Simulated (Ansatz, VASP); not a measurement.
## One calculation of C, two programs

```
C
1.0
     1.21596   -2.14796    0.00912
     1.22325    2.15217   -0.04137
    -0.09419   -0.08515    7.14765
C
4
Direct
  0.10349 0.94562 0.74880
  0.59081 0.41384 0.23941
  0.92426 0.08600 0.24211
  0.42852 0.58933 0.74862
```

Change from the starting cell: kmesh displaced: [8, 8, 2] Gamma-centred.

Alike in both runs: task single point; functional PBE; k mesh 8 × 8 × 2; occupations gaussian, width 0.1 eV; no spin polarisation.

|  | VASP | Ansatz |
| --- | --- | --- |
| version | VASP 6.6.1 | Ansatz 0.2.0 |
| potentials or method | VASP PAW PBE potentials, release 64 (C) | scalar-relativistic, plane waves, PAW |
| plane-wave cutoff (eV) | 520 | 420 |
| valence electrons in the cell | 16 | 16 |

|  | VASP | Ansatz | Ansatz less VASP |
| --- | --- | --- | --- |
| gap on the k mesh at the Fermi level (eV) | 1.12 | 1.12 | +0.001 |
| least direct gap on the mesh (eV) | 1.12 | 1.12 | +0.001 |
| pressure (GPa) | 3.4 | 2.9 | -0.42 |
| largest component of the traceless stress (GPa) | 9.51 | 9.24 | -0.276 |
| rms of the force components (eV/Å) | 1.277 | 1.276 | -0.0012 |

Atom by atom the forces differ by 0.002 eV/Å (rms over components).

Caveats: the k mesh is coarse (spacing up to 0.44 Å⁻¹), so the values aren't converged; forces of over 1 eV/Å show positions far from the minimum, so gaps and moduli don't describe the material at rest.
